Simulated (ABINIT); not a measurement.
# BAs (F-43m): G0W0 in ABINIT against the bands in the self-energy, part 2 of 2

Wanted: the cheapest bands in the self-energy that holds the gap of BAs (F-43m).

ABINIT 10.8.3; PBE and many-body steps on it, plane waves. Known limits of the many-body steps: not at the basis limit; exchange with frozen shells missing; no spin-orbit coupling.

So far. Step 2 (Screening, 6×6×6 mesh, 253 bands, screening to 326.5 eV): Local fields lower ε∞ by 9 %.

## 5. 70 bands

Level of this step: G0W0 on PBE, plane waves, norm-conserving pseudopotentials (ABINIT).

The self-energy is evaluated for the states that the input lists, and the levels follow from it, in one-shot runs by the linearised quasiparticle equation.

Input file run.abi:

```
acell 3*1.0 Angstrom
rprim 
  -0.000000000000 2.388500000000 2.388500000000
  2.388500000000 -0.000000000000 2.388500000000
  2.388500000000 2.388500000000 -0.000000000000
ntypat 2
znucl 5 33
natom 2
typat 1 2
xred 
  0.000000000000 0.000000000000 0.000000000000
  0.250000000000 0.250000000000 0.250000000000
pp_dirpath "pseudos"
pseudos "B.upf, As.upf"
ecut 38
ngkpt 6 6 6
nshiftk 1
shiftk 0 0 0
kptopt 1
chksymbreak 0
istwfk *1
occopt 1
irdwfk 1
optdriver 4
nband 70
gwcalctyp 0
ecutsigx 38
symsigma 1
nkptgw 2
kptgw 
  0.0000000000 0.0000000000 0.0000000000
  0.3333333333 0.3333333333 0.0000000000
bdgw 
  7 12
  8 11
ecuteps 12
irdscr 1
ppmodel 1
indata_prefix "in"
outdata_prefix "out"
tmpdata_prefix "tmp"
```

Launch:

```
OMP_NUM_THREADS=1 mpirun -n 4 abinit run.abi > log
```

The log of the run:

```text
.Version 10.8.3 of ABINIT. v10.8.2 released Aug 2026.

 Symmetries : space group F-4 3 m (#216); Bravais cF (face-center cubic)
[... echo of the input left out ...]
== DATASET  1 ==================================================================
-   mpi_nproc: 4, omp_nthreads: 1 (-1 if OMP is not activated)

--- !DatasetInfo
iteration_state: {dtset: 1, }
dimensions: {natom: 2, nkpt: 16, mband: 70, nsppol: 1, nspinor: 1, nspden: 1, mpw: 2085, }
cutoff_energies: {ecut:  38.0, pawecutdg:  -1.0, }
[...]
Band     E0 <VxcDFT>   SigX SigC(E0)      Z dSigC/dE  Sig(E)    E-E0       E
[...]
10   7.859 -11.353  -7.290  -3.957   0.816  -0.226 -11.266   0.087   7.946
       11   9.721 -10.888  -6.139  -4.572   0.815  -0.227 -10.744   0.144   9.866

== END DATASET(S) ==============================================================
================================================================================

 -outvars: echo values of variables after computation  --------
           etotal      0.0000000000E+00
            nband          70
             nkpt          16
          spgroup         216
 [... the other variables as echoed above ...]

 Calculation completed.
```

Run time: 31 s. Hardware: 4 MPI ranks of Arm Neoverse V1, shared host; peak memory 1.2 GiB; 2.1 min of CPU time.

Numbers from this step:

* G0W0 gap on the points computed: 2.149 eV
* starting gap on the mesh: 1.294 eV
* k of the valence top: 0, 0, 0
* k of the conduction bottom: 0.3333, 0.3333, 0
* least direct G0W0 gap on the computed points: 4.097 eV

The gap on the mesh goes from 1.29 eV to 2.15 eV, a correction of +0.85 eV.

## 6. 152 bands

run.abi: that of step 5 with these lines changed.

```diff
@@ -24,3 +24,3 @@
 optdriver 4
-nband 70
+nband 152
 gwcalctyp 0
```

The log of the run:

```text
.Version 10.8.3 of ABINIT. v10.8.2 released Aug 2026.

 Symmetries : space group F-4 3 m (#216); Bravais cF (face-center cubic)
[... echo of the input left out ...]
== DATASET  1 ==================================================================
-   mpi_nproc: 4, omp_nthreads: 1 (-1 if OMP is not activated)

--- !DatasetInfo
iteration_state: {dtset: 1, }
dimensions: {natom: 2, nkpt: 16, mband: 152, nsppol: 1, nspinor: 1, nspden: 1, mpw: 2085, }
cutoff_energies: {ecut:  38.0, pawecutdg:  -1.0, }
[...]
Band     E0 <VxcDFT>   SigX SigC(E0)      Z dSigC/dE  Sig(E)    E-E0       E
[...]
10   7.859 -11.353  -7.290  -4.094   0.815  -0.227 -11.378  -0.025   7.834
       11   9.721 -10.888  -6.139  -4.702   0.815  -0.227 -10.850   0.038   9.759

== END DATASET(S) ==============================================================
================================================================================

 -outvars: echo values of variables after computation  --------
           etotal      0.0000000000E+00
            nband         152
             nkpt          16
          spgroup         216
 [... the other variables as echoed above ...]

 Calculation completed.
```

Wall time 62 s (4 MPI ranks); peak memory 1.6 GiB; 4.1 min of CPU time.

This step gave:

```
G0W0 gap on the points computed              : 2.198 eV
starting gap on the mesh                     : 1.294 eV
k of the valence top                         : 0, 0, 0
k of the conduction bottom                   : 0.3333, 0.3333, 0
least direct G0W0 gap on the computed points : 4.119 eV
```

Against the run before, the gap moves by +0.049 eV.

## 7. 253 bands

run.abi: that of step 6 with these lines changed.

```diff
@@ -24,3 +24,3 @@
 optdriver 4
-nband 152
+nband 253
 gwcalctyp 0
```

The log of the run:

```text
.Version 10.8.3 of ABINIT. v10.8.2 released Aug 2026.

 Symmetries : space group F-4 3 m (#216); Bravais cF (face-center cubic)
[... echo of the input left out ...]
== DATASET  1 ==================================================================
-   mpi_nproc: 4, omp_nthreads: 1 (-1 if OMP is not activated)

--- !DatasetInfo
iteration_state: {dtset: 1, }
dimensions: {natom: 2, nkpt: 16, mband: 253, nsppol: 1, nspinor: 1, nspden: 1, mpw: 2085, }
cutoff_energies: {ecut:  38.0, pawecutdg:  -1.0, }
[...]
Band     E0 <VxcDFT>   SigX SigC(E0)      Z dSigC/dE  Sig(E)    E-E0       E
[...]
10   7.859 -11.353  -7.290  -4.131   0.815  -0.227 -11.408  -0.055   7.804
       11   9.721 -10.888  -6.139  -4.737   0.815  -0.227 -10.878   0.010   9.731

== END DATASET(S) ==============================================================
================================================================================

 -outvars: echo values of variables after computation  --------
           etotal      0.0000000000E+00
            nband         253
             nkpt          16
          spgroup         216
 [... the other variables as echoed above ...]

 Calculation completed.
```

Wall time 1.7 min (4 MPI ranks); peak memory 2.1 GiB; 6.8 min of CPU time.

This step gave:

* G0W0 gap on the points computed: 2.211 eV
* starting gap on the mesh: 1.294 eV
* k of the valence top: 0, 0, 0
* k of the conduction bottom: 0.3333, 0.3333, 0
* least direct G0W0 gap on the computed points: 4.124 eV

Against the run before, the gap moves by +0.013 eV.

## 8. The runs together

Times are wall times on 4 MPI ranks of Arm Neoverse V1, shared host, good to a factor of about two. A run's time includes the screening step that it read.

```csv
run,mesh,bands,screening cutoff (eV),DFT gap (eV),gap on the mesh (eV),direct (eV),ε∞ used,time
17 bands,6×6×6,17,326.5,1.294,1.968,4.147,10.49,7.6 min
30 bands,6×6×6,30,326.5,1.294,2.046,4.074,10.49,7.7 min
70 bands,6×6×6,70,326.5,1.294,2.149,4.097,10.49,8 min
152 bands,6×6×6,152,326.5,1.294,2.198,4.119,10.49,8.5 min
253 bands,6×6×6,253,326.5,1.294,2.211,4.124,10.49,9.2 min
```

## 9. Summary of results

| Item | Value |
| --- | --- |
| 17 bands | 1.968 eV |
| 30 bands | 2.046 eV |
| 70 bands | 2.149 eV |
| 152 bands | 2.198 eV |
| 253 bands | 2.211 eV |
| known limits | not at the basis limit; exchange with frozen shells missing; no spin-orbit coupling |

In words: The setting moved: bands in the self-energy. From 17 bands to 253 bands the gap moves by +0.24 eV. The last step still moves it by +0.013 eV. Bands and screening cutoff are coupled, so a series along one setting does not show full convergence. Bands and cutoff are finite, so the gap is not at the basis limit. The miss can reach some tenths of an eV and take either sign; the mesh is an error of its own. In the G0W0 runs levels were corrected at 2 k points alone, so a gap called «on the mesh» is the least over those, and an edge elsewhere would be missed. The norm-conserving file of at least one element keeps a d shell over frozen s and p shells of the same row. Exchange with those shells is missing from the self-energy, an error of 0.3 to 0.9 eV in cases checked, whose sign depends on which edge lies on those atoms. The many-body steps are scalar-relativistic: spin-orbit coupling is not in them.

[Paths, hosts, dates, memory and timing lines, banners, echoed tables and standing remarks are left out of the program output.]

[Logs are printed without paths, hosts, clocks, repeated set-up lines and the standing remarks that a program may print on its own settings, such as how far it seeks lower states.]

[Runs of the session that timed out or met a known fault of the program may be left out.]

[Hosts, paths, dates, database ids (printed as entryN), source tags and the programs' standing remarks are cut or masked in the printed files.]

[G0W0 gaps are taken among the corrected bands and points alone; a level outside them can change the order at an edge.]

[Where Ansatz stands beside ABINIT at settings called matched, ABINIT's density can come from a denser mesh and the files from another edition; pairs whose starting gaps differed by over 0.03 eV were left out, so agreement reads better than it is.]
